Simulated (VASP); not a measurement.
A run of VASP 6.6.1 is set up as follows.

Contents of INCAR:

```
PREC = Accurate ; ENCUT = 520
EDIFF = 1E-6 ; ISMEAR = -1
SIGMA = 0.05 ; LREAL = False
LASPH = True ; NELM = 80
ALGO = Normal ; ISIF = 2
LWAVE = False ; LCHARG = False
LDIPOL = True ; IDIPOL = 3
DIPOL = 0.5 0.5 0.500 ; GGA = PE
EFIELD = -0.3 ; LVHAR = True
LVACPOTAV = True
```

KPOINTS

```
Automatic mesh
0
Monkhorst-Pack
  8 8 1
```

File POSCAR:

```
Ba
1.0
    3.9100000000      0.0000000000      0.0000000000
   -1.9550000000      3.6500000000      0.0000000000
    0.0000000000      0.0000000000     20.7000000000
Ba
2
Direct
    0.0000000000      0.0000000000      0.3623188406
    0.0000000000      0.0000000000      0.6376811594
```

Potentials or basis: VASP PAW PBE potentials, release 64 (Ba_sv).

Command:

```sh
$ cat potpaw_PBE.64/Ba_sv/POTCAR > POTCAR
$ mpirun -np 1 vasp_std > vasp.out
```

(1) Estimate the largest force.

## Answers

(1) 0.211 eV/Å.
